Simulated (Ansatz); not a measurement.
The system is Pb.

```
CELL_PARAMETERS angstrom
0.00000 2.47502 2.47502
2.47502 0.00000 2.47502
2.47502 2.47502 0.00000
ATOMIC_POSITIONS crystal
Pb 0.00000 0.00000 0.00000
```

Base run:

```yaml
Program: Ansatz 0.2.0
Functional: BLYP
Potentials_or_basis: Ansatz PAW
Cutoff: "420 eV (not typed: the program's choice for these potentials)"
k_mesh: 9 × 9 × 9
Occupations: fermi-dirac, width 0.05 eV
Spin: no spin polarisation
```

Its results: band gap on the k mesh none (metal or under the smearing width); pressure 5.9 GPa.

Question: The run is repeated on the same cell with these changes: functional from BLYP to PBE; occupations from fermi-dirac, width 0.05 eV to gaussian, width 0.012 eV. What comes out?

Answer: Band gap on the k mesh none (metal or under the smearing width); pressure 2.2 GPa.

Caveats: spin-orbit coupling is left out, which moves the levels of the heavy elements (some runs); the PAW data sets come from PBE, with cores solved anew for the run's functional, which leaves a small shift of forces and pressure (some runs).
